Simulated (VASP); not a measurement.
# MoS2 in VASP: settings compared

Aim: see how the results for MoS2 move with the level of theory and the settings. Levels: LDA, r2SCAN+rVV10. Tasks: relaxation of cell and atoms.

Program: VASP 6.6.1. These are calculated values, not measurements. Logs are shortened: lines on timing, memory, paths and dates and some standing lists are left out, and cuts for length are marked.

## (1) The slab as given

The cell holds a slab with vacuum, 3 atoms: a = 3.122 Å, b = 3.122 Å, c = 21.130 Å, α = 90.00°, β = 90.00°, γ = 120.00°.

## (2) Relaxation of cell and atoms, LDA

INCAR

```
  ALGO = Normal
  EDIFF = 1E-7
  EDIFFG = -0.005
  ENCUT = 600
  IBRION = 2
  ISIF = 3
  ISMEAR = 0
  LASPH = True
  LATTICE_CONSTRAINTS = .TRUE. .TRUE. .FALSE.
  LCHARG = False
  LREAL = False
  LWAVE = False
  NELM = 80
  NSW = 90
  PREC = Accurate
  SIGMA = 0.03
```

KPOINTS

```
k-points
0
Gamma
  12 12 1
```

POSCAR

```
MoS2                                    
1.0
    3.1218757874      0.0000000000      0.0000000000
   -1.5609378937      2.7036237350      0.0000000000
    0.0000000000      0.0000000000     21.1302960000
  S               Mo            
     2     1
Direct
     0.3333333300000021    0.6666666699999979    0.4265041311282420
     0.3333333300000021    0.6666666699999979    0.5734958688717580
     0.6666666699999979    0.3333333300000021    0.5000000000000000
```

Potentials or basis: VASP PAW LDA potentials, release 64 (S, Mo_sv).

The run is started by

```sh
$ cat potpaw_LDA.64/S/POTCAR potpaw_LDA.64/Mo_sv/POTCAR > POTCAR
$ mpirun -np 1 vasp_std > vasp.out
```

OUTCAR:

```text
EDIFF = 1E-7
   EDIFFG = -0.005
   ENCUT = 600
   IBRION = 2
   ISIF = 3
   ISMEAR = 0
   LASPH = True
   LREAL = False
   NELM = 80
   NSW = 90
   PREC = Accurate

 ion  position               nearest neighbor table
   1  0.333  0.667  0.427-   3 2.38   3 2.38   3 2.38
   2  0.333  0.667  0.573-   3 2.38   3 2.38   3 2.38
   3  0.667  0.333  0.500-   1 2.38   2 2.38   1 2.38   2 2.38   1 2.38   2 2.38

  LATTYP: Found a hexagonal cell.
 ALAT       =     3.1218757874
 C/A-ratio  =     6.7684614760

  Lattice vectors:

 A1 = (   3.1218757874,   0.0000000000,   0.0000000000)
 A2 = (  -1.5609378937,   2.7036237350,   0.0000000000)
 A3 = (   0.0000000000,   0.0000000000,  21.1302960000)

Analysis of symmetry for initial positions (statically):
=====================================================================
 Subroutine PRICEL returns:
 Original cell was already a primitive cell.

 Routine SETGRP: Setting up the symmetry group for a
 hexagonal supercell.

 Subroutine GETGRP returns: Found 12 space group operations
 (whereof 12 operations were pure point group operations)
 out of a pool of 24 trial point group operations.

The static configuration has the point symmetry D_3h.

Analysis of symmetry for dynamics (positions and initial velocities):
=====================================================================
 Subroutine PRICEL returns:
 Original cell was already a primitive cell.

 Routine SETGRP: Setting up the symmetry group for a
 hexagonal supercell.

 Subroutine GETGRP returns: Found 12 space group operations
 (whereof 12 operations were pure point group operations)
 out of a pool of 24 trial point group operations.

The dynamic configuration has the point symmetry D_3h.

 Subroutine INISYM returns: Found 12 space group operations
 (whereof 12 operations are pure point group operations),
 and found     1 'primitive' translations

----------------------------------------------------------------------------------------

                                     Primitive cell

  volume of cell :     178.3477

  direct lattice vectors                    reciprocal lattice vectors
     3.121875787  0.000000000  0.000000000     0.320320240  0.184936977  0.000000000
    -1.560937894  2.703623735  0.000000000     0.000000000  0.369873954  0.000000000
     0.000000000  0.000000000 21.130296000     0.000000000  0.000000000  0.047325414

  length of vectors
     3.121875787  3.121875784 21.130296000     0.369873953  0.369873954  0.047325414

  position of ions in fractional coordinates (direct lattice)
     0.333333330  0.666666670  0.426504131
     0.333333330  0.666666670  0.573495869
     0.666666670  0.333333330  0.500000000

  ion indices of the primitive-cell ions
   primitive index   ion index
                 1           1
                 2           2
                 3           3

----------------------------------------------------------------------------------------

 KPOINTS: k-points

Automatic generation of k-mesh.
 Grid dimensions read from file:
 generate k-points for:   12   12    1

 Generating k-lattice:

  Cartesian coordinates                     Fractional coordinates (reciprocal lattice)
     0.026693353  0.015411415  0.000000000     0.083333333  0.000000000  0.000000000
     0.000000000  0.030822829  0.000000000     0.000000000  0.083333333  0.000000000
     0.000000000  0.000000000  0.047325414     0.000000000  0.000000000  1.000000000

  Length of vectors
     0.030822829  0.030822829  0.047325414

  Shift w.r.t. Gamma in fractional coordinates (k-lattice)
     0.000000000  0.000000000  0.000000000

 Subroutine IBZKPT returns following result:
 ===========================================

 Found     19 irreducible k-points:

 Following reciprocal coordinates:
            Coordinates               Weight
  0.000000  0.000000  0.000000      1.000000
  0.083333  0.000000  0.000000      6.000000
  0.166667  0.000000  0.000000      6.000000
  0.250000  0.000000  0.000000      6.000000
  0.333333  0.000000  0.000000      6.000000
  0.416667  0.000000  0.000000      6.000000
[... 11 lines left out ...]
  0.333333  0.250000  0.000000     12.000000
  0.333333  0.333333  0.000000      2.000000
   k-points           NKPTS =     19   k-points in BZ     NKDIM =     19   number of bands    NBANDS=     17
   number of dos      NEDOS =    301   number of ions     NIONS =      3
   total plane-waves  NPLWV = 141120
   dimension x,y,z NGX =    28 NGY =   28 NGZ =  180
   dimension x,y,z NGXF=    56 NGYF=   56 NGZF=  360
   ions per type =               2   1
   NGX,Y,Z   is equivalent  to a cutoff of  14.91, 14.91, 14.16 a.u.
   NGXF,Y,Z  is equivalent  to a cutoff of  29.82, 29.82, 28.32 a.u.
 SYSTEM =  unknown system
   PREC   = accura    normal or accurate (medium, high low for compatibility)
   ISTART =      0    job   : 0-new  1-cont  2-samecut
   ICHARG =      2    charge: 1-file 2-atom 10-const
   ISPIN  =      1    spin polarized calculation?
   LNONCOLLINEAR =      F non collinear calculations
   LSORBIT =      F    spin-orbit coupling
   LASPH  =      T    aspherical Exc in radial PAW
   ENCUT  =  600.0 eV  44.10 Ry    6.64 a.u.   6.24  6.24 42.20*2*pi/ulx,y,z
   NELM   =     80;   NELMIN=  2; NELMDL= -5     # of ELM steps
   EDIFF  = 0.1E-06   stopping-criterion for ELM
   LREAL  =      F    real-space projection
   EDIFFG = -.5E-02   stopping-criterion for IOM
   NSW    =     90    number of steps for IOM
   IBRION =      2    ionic relax: 0-MD 1-quasi-New 2-CG
   NFREE  =      1    steps in history (QN), initial steepest desc. (CG)
   ISIF   =      3    stress and relaxation
   ISYM   =      2    0-nonsym 1-usesym 2-fastsym
   POTIM  = 0.5000    time-step for ionic-motion
   TEBEG  =    0.0;   TEEND  =   0.0 temperature during run
   PSTRESS=    0.0 pullay stress
   NELECT =      26.0000    total number of electrons
   NUPDOWN=      -1.0000    fix difference up-down
   EMIN   =  10.00;   EMAX   =-10.00  energy-range for DOS
   EFERMI =   0.00;   METHOD = LEGACY
   ISMEAR =     0;   SIGMA  =   0.03  broadening in eV -4-tet -1-fermi 0-gaus
   EFERMI_NEDOS =   21; number of points for ismear=-14 and -15
   IALGO  =     38    algorithm
   IMIX   =      4    mixing-type and parameters
     AMIX     =   0.40;   BMIX     =  1.00
     AMIX_MAG =   1.60;   BMIX_MAG =  1.00
  volume/ion in A,a.u.               =      59.45       401.18
  Fermi-wavevector in a.u.,A,eV,Ry     =   0.861609  1.628205 10.100553  0.742370
  Thomas-Fermi vector in A             =   1.979288
   LORBIT       =      0    0 simple, 1 ext, 2 COOP (PROOUT), +10 PAW based schemes
   GGA     = CA    functional components
   LHFCALC =     F    Hartree Fock is set to
   AEXX    =    0.0000 exact exchange contribution
   IVDW    =     0    specifies the selected vdW correction
   LEPSILON=     F    determine dielectric tensor
   LRPA    =     F    only Hartree local field effects (RPA)
 conjugate gradient relaxation of ions
 non-spin polarized calculation
 Gauss-broadening in eV      SIGMA  =   0.03
  energy-cutoff  :      600.00
  volume of cell :      178.35
 maximum number of plane-waves:      5977
 NGX is ok and might be reduce to    28
   NGX = 13   NGY = 13   NGZ = 85

--------------------------------------- Ionic step        1  -------------------------------------------

 number of electron      26.0000000 magnetization

 Free energy of the ion-electron system (eV)
  ---------------------------------------------------
  ext. energy  EPLUGINS =         0.00000000
  ---------------------------------------------------
  free energy    TOTEN  =       -24.36751668 eV

  energy without entropy =      -24.36751668  energy(sigma->0) =      -24.36751668

------------------------ aborting loop because EDIFF is reached ----------------------------------------

  FORCE on cell =-STRESS in cart. coord.  units (eV):
  Direction    XX          YY          ZZ          XY          YZ          ZX
  --------------------------------------------------------------------------------------
  -------------------------------------------------------------------------------------
  Total       -0.0240969     -0.0240969     -0.0194848      0.0000000      0.0000000      0.0000000
  in kB       -0.2164730     -0.2164730     -0.1750409      0.0000000      0.0000000      0.0000000
  external PRESSURE =      -0.2026623 kB  Pullay stress =       0.0000000 kB

 VOLUME and BASIS-vectors are now :
 -----------------------------------------------------------------------------
  energy-cutoff  :      600.00
  volume of cell :      178.35
      direct lattice vectors                 reciprocal lattice vectors
     3.121875787  0.000000000  0.000000000     0.320320240  0.184936977  0.000000000
    -1.560937894  2.703623735  0.000000000     0.000000000  0.369873954  0.000000000
     0.000000000  0.000000000 21.130296000     0.000000000  0.000000000  0.047325414
[... 38 lines left out ...]
 POSITION                                       TOTAL-FORCE (eV/Angst)
 -----------------------------------------------------------------------------------
     -0.00000      1.80172      9.01221        -0.000000      0.000000     -0.008417
     -0.00000      1.80172     12.11809        -0.000000      0.000000      0.008417
      1.56033      0.90086     10.56515         0.000000     -0.000000      0.000000
 -----------------------------------------------------------------------------------
    total drift:                               -0.000012      0.000007      0.000000

  FREE ENERGIE OF THE ION-ELECTRON SYSTEM (eV)
  ---------------------------------------------------
  free  energy   TOTEN  =       -24.3675164005 eV

  energy  without entropy=      -24.3675164005  energy(sigma->0) =      -24.36751640

--------------------------------------- Ionic step        3  -------------------------------------------

 number of electron      26.0000000 magnetization

 Free energy of the ion-electron system (eV)
  ---------------------------------------------------
  ext. energy  EPLUGINS =         0.00000000
  ---------------------------------------------------
  free energy    TOTEN  =       -24.36752128 eV

  energy without entropy =      -24.36752128  energy(sigma->0) =      -24.36752128

 E-fermi :  -2.1339     XC(G=0):  -3.7534

 val. band max:       -2.3076718382   @ k =   0.3333   0.3333   0.0000
 cond. band min:      -0.4426794157   @ k =   0.3333   0.3333   0.0000
 fundamental gap:      1.8649924225
 Fermi energy:        -2.1339221350

 k-point     1 :       0.0000    0.0000    0.0000
  band No.  band energies     occupation
      1     -62.7137      2.00000
      2     -37.1096      2.00000
      3     -36.8142      2.00000
      4     -36.8142      2.00000
      5     -16.5417      2.00000
      6     -15.1470      2.00000
[... 9 lines left out ...]
     16       0.9390      0.00000
     17       0.9390      0.00000
[... 380 lines left out ...]
 POSITION                                       TOTAL-FORCE (eV/Angst)
 -----------------------------------------------------------------------------------
     -0.00000      1.80206      9.01218        -0.000000      0.000000     -0.003910
     -0.00000      1.80206     12.11811        -0.000000      0.000000      0.003910
      1.56063      0.90103     10.56515         0.000000      0.000000     -0.000000
 -----------------------------------------------------------------------------------
    total drift:                               -0.000012      0.000007      0.000000

  FREE ENERGIE OF THE ION-ELECTRON SYSTEM (eV)
  ---------------------------------------------------
  free  energy   TOTEN  =       -24.3675212799 eV

  energy  without entropy=      -24.3675212799  energy(sigma->0) =      -24.36752128

 reached required accuracy - stopping structural energy minimisation
```

It took 2.3 min on 1 thread of Intel Xeon Platinum 8488C (Sapphire Rapids), shared host; peak memory 0.33 GiB.

What came out:

```yaml
Free_energy: -24.3675 eV
Relaxed_volume: 59.43 Å³/atom
Relaxed_cell: a = 3.121 Å, b = 3.121 Å, c = 21.130 Å, α = 90.00°, β = 90.00°, γ = 120.00°
Space_group_after_relaxing_to_0.05_Å: P-6m2 (No. 187)
Energy_gained_by_relaxing: 0.0 meV/atom
Ionic_steps: 3
Largest_force_after_relaxing: 0.004 eV/Å
Band_gap_on_the_k_mesh: 1.87 eV, direct
```

Forces on the atoms (eV/Å):
```
S    0.000  0.000 -0.004
S    0.000  0.000  0.004
Mo   0.000  0.000  0.000
```

Final structure:
```cif
data_structure
_symmetry_space_group_name_H-M 'P 1'
_symmetry_Int_Tables_number 1
_cell_length_a 3.1213
_cell_length_b 3.1213
_cell_length_c 21.1303
_cell_angle_alpha 90.000
_cell_angle_beta 90.000
_cell_angle_gamma 120.000
_cell_volume 178.28
loop_
_atom_site_label
_atom_site_type_symbol
_atom_site_fract_x
_atom_site_fract_y
_atom_site_fract_z
_atom_site_occupancy
S1 S 0.33333 0.66667 0.42651 1
S2 S 0.33333 0.66667 0.57349 1
Mo1 Mo 0.66667 0.33333 0.50000 1
```

Expect the measured gap to be larger: semilocal functionals such as LDA lack the derivative discontinuity.

## (3) Relaxation of cell and atoms, r2SCAN+rVV10

This run uses another cell than the first one, of 61.26 Å³/atom, 1.030 times its volume.

INCAR

```
SYSTEM = MoS2
  ALGO = Normal
  BPARAM = 11.95
  CPARAM = 0.0093
  EDIFF = 1E-6
  EDIFFG = -0.01
  ENCUT = 600
  IBRION = 2
  ISIF = 3
  ISMEAR = 0
  IVDW_NL = 2
  KPAR = 2
  LASPH = .True.
  LATTICE_CONSTRAINTS = .TRUE. .TRUE. .FALSE.
  LCHARG = .False.
  LMIXTAU = .True.
  LREAL = .False.
  LUSE_VDW = .True.
  LWAVE = .False.
  METAGGA = R2SCAN
  NELM = 80
  NSW = 90
  PREC = Accurate
  SIGMA = 0.03
```

KPOINTS

```
k-points
0
Gamma
  12 12 1
  0 0 0
```

POSCAR

```
MoS2
1.0
    3.1690000000      0.0000000000      0.0000000000
   -1.5845000000      2.7444345000      0.0000000000
    0.0000000000      0.0000000000     21.1302960000
S Mo
2 1
Direct
    0.3333333300      0.6666666700      0.4259287200
    0.3333333300      0.6666666700      0.5740712800
    0.6666666700      0.3333333300      0.5000000000
```

Potentials or basis: VASP PAW PBE potentials, release 64 (S, Mo_sv).

The run is started by

```sh
$ cat potpaw_PBE.64/S/POTCAR potpaw_PBE.64/Mo_sv/POTCAR > POTCAR
$ mpirun -np 2 vasp_std > vasp.out
```

Run time: 44 min. Hardware: 2 MPI ranks of AMD EPYC 9R45 (Zen 5), shared host; peak memory 0.95 GiB.

It converged, with:

| Item | Value |
| --- | --- |
| Free energy | -44.3507 eV |
| Relaxed volume | 61.46 Å³/atom |
| Relaxed cell | a = 3.174 Å, b = 3.174 Å, c = 21.130 Å, α = 90.00°, β = 90.00°, γ = 120.00° |
| Space group after relaxing (to 0.05 Å) | P-6m2 (No. 187) |
| Energy gained by relaxing | 0.6 meV/atom |
| Ionic steps | 9 |
| Band gap on the k mesh | 1.77 eV, indirect (least direct gap 1.81 eV) |

Step by step:
| step | energy change (eV) | largest force (eV/Å) | pressure (GPa) | volume (Å³) |
| --- | --- | --- | --- | --- |
| 1 | 0.0000 | 0.1533 | -0.13 | 183.77 |
| 2 | -0.0016 | 0.0101 | 0.06 | 183.85 |
| 3 | -0.0017 | 0.0038 | 0.07 | 183.85 |
| 4 | -0.0018 | 0.0154 | -0.07 | 184.67 |
| 5 | -0.0017 | 0.0108 | -0.01 | 184.35 |
| 6 | -0.0018 | 0.0118 | -0.03 | 184.40 |
| 7 | -0.0018 | 0.0112 | -0.02 | 184.38 |
| 8 | -0.0018 | 0.0110 | -0.02 | 184.37 |
| 9 | -0.0018 | 0.0005 | -0.01 | 184.38 |

Final structure:
```yaml
crystal:
  lattice:
    - [3.17423, 0.00000, 0.00000]
    - [-1.58712, 2.74897, 0.00000]
    - [0.00000, 0.00000, 21.13030]
  atoms:
    - { symbol: S, position: [0.33333, 0.66667, 0.42637] }
    - { symbol: S, position: [0.33333, 0.66667, 0.57363] }
    - { symbol: Mo, position: [0.66667, 0.33333, 0.50000] }
```

Levels at points of the mesh, in eV from the valence-band top:
```
           k point  band 11  band 12  band 13  band 14  band 15  band 16
(0.00, 0.00, 0.00)    -1.65    -1.65     0.00     2.95     2.95     3.20
(0.50, 0.00, 0.00)    -2.03    -1.10    -0.67     2.40     2.93     4.20
```

Caveat: the PAW data sets were made with another functional, which shifts forces and pressure a little.
